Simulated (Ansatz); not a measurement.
Runs of Ansatz 0.2.0 on HfO2. The structure is tetragonal, space group P4_2/nmc (No. 137). Conventional cell: a = 3.558 Å, b = 3.558 Å, c = 5.172 Å, α = 90.00°, β = 90.00°, γ = 90.00°. Around Hf (site symmetry -4m2) lie 4 O at 2.05 Å. Around O (site symmetry 2mm) lie 2 Hf at 2.05 Å. Measurements of this composition are mostly on another form, of space group No. 14.

| task | level | U | cell | k mesh | smearing | hubbard projectors | double counting | level | run kind | gap on the mesh (eV) | pressure (GPa) | relaxed volume (Å³/atom) |
| --- | --- | --- | --- | --- | --- | --- | --- | --- | --- | --- | --- | --- |
| relaxation of cell and atoms | PBE+U | Hf d U = 6 eV | relaxed | 8 × 8 × 5 | fermi-dirac 0.05 eV | ortho-atomic (the default) | fll (the default) | - | - | (b) | 0.0 | 11.63 |
| relaxation of cell and atoms | PBE+U | Hf d U = 3 eV | relaxed | 8 × 8 × 5 | fermi-dirac 0.05 eV | ortho-atomic (the default) | fll (the default) | - | - | 5.00 | 0.0 | 11.51 |
| relaxation of cell and atoms | PBE | - | relaxed | 8 × 8 × 5 | fermi-dirac 0.05 eV | - | - | - | - | 4.68 | 0.0 | 11.40 |
| relaxation of cell and atoms | PBE+U | Hf d U = 2 eV | relaxed | 8 × 8 × 5 | fermi-dirac 0.05 eV | ortho-atomic (the default) | fll (the default) | - | - | 4.88 | 0.0 | 11.47 |
| band structure | HSE06 | - | as given | 6 × 6 × 4 | fixed | - | - | hse06 | scf | (a) | - | - |

Alike in all rows: potentials or basis Ansatz PAW; no spin polarisation; cutoff (eV) 420.

Estimate the missing entries.

(a) 6.42; (b) 5.30.

Caveats: spin-orbit coupling is left out, which moves the levels of the heavy elements; odd divisions of the mesh miss points on the zone boundary, where band edges often lie, so the gap on the mesh can be too wide (some runs); the plane-wave basis is chosen anew once the cell has moved, so the energies of steps on either side of that aren't comparable (some runs); the PAW data sets come from PBE, with cores solved anew for the run's functional, which leaves a small shift of forces and pressure (some runs).

A k mesh can miss the band edges, and the runs leave out spin-orbit coupling on Hf.

Not every run made on this cell is shown here.
